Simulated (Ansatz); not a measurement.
Runs of Ansatz 0.2.0 on PbSe (Clausthalite). Symmetry: Fm-3m, No. 225, cubic system. Conventional cell: a = 6.121 Å, b = 6.121 Å, c = 6.121 Å, α = 90.00°, β = 90.00°, γ = 90.00°. Pb (site symmetry m-3m) has 6 Se at 3.06 Å as nearest neighbours. Se (site symmetry m-3m) is surrounded by 6 Pb at 3.06 Å. 

```tsv
level	cutoff (eV)	gap on the mesh (eV)	pressure (GPa)
r2SCANh	500	0.94	(a)
HF	420	(c)	8.0
r2SCAN50	500	2.48	0.6
r2SCAN0	500	1.50	(b)
```

Alike in all rows: task band structure; potentials or basis Ansatz PAW; no spin polarisation; cell as given; k mesh 4 × 4 × 4; smearing fermi-dirac 0.05 eV; the mesh is coarse, so values aren't converged.

Q: Fill in the values left out.

A: (a) 1.3; (b) 1.1; (c) 5.09.

Caveats: all runs use coarse meshes; spin-orbit coupling is left out, which as a rule narrows the gap of such compounds by several tenths of an eV; the PAW data sets come from PBE, with cores solved anew for the run's functional, which leaves a small shift of forces and pressure; the thresholds are loose for stress.

A k mesh can miss the band edges, and the runs leave out spin-orbit coupling on Pb, Se.
